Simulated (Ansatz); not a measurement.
Ge:

```
Ge
1.0
    -2.57449    2.57449    1.39741
     2.57449   -2.57449    1.39741
     2.57449    2.57449   -1.39741
Ge
2
Cartesian
  0.0000 0.0000 1.3974
  2.5745 0.0000 0.6987
```

This isn't the form of Ge at room conditions, which is diamond.

```yaml
Program: Ansatz 0.2.0
Task: relaxation of cell and atoms
Functional: BLYP
Dispersion: D4
Potentials_or_basis: Ansatz PAW
Cutoff: "420 eV (not typed: the program's choice for these potentials)"
k_mesh: 11 × 11 × 11
Occupations: fermi-dirac, width 0.05 eV
Spin: no spin polarisation
```

At the start: volume 18.52 Å³/atom.

Q: How do energy, volume and symmetry change on relaxing?

A: It ends after 6 steps and the volume is 19.45 Å³/atom (+5.0 %); space group I4_1/amd (No. 141, to 0.05 Å).

The path:
```csv
step,energy change (eV),largest force (eV/Å),volume (Å³)
1,0.0000,0.0000,37.05
2,-0.0181,0.0000,39.20
3,-0.0188,0.0000,38.92
4,-0.0189,0.0000,38.88
5,-0.0189,0.0000,38.89
6,-0.0193,0.0000,38.89
```

Final structure:
```
Ge
1.0
    -2.61807    2.61807    1.41849
     2.61807   -2.61807    1.41849
     2.61807    2.61807   -1.41849
Ge
2
Direct
  0.50000 0.50000 0.00000
  0.25000 0.75000 0.50000
```

Caveat: the plane-wave basis is chosen anew once the cell has moved, so the energies of steps on either side of that aren't comparable; the PAW data sets come from PBE, with cores solved anew for the run's functional, which leaves a small shift of forces and pressure.
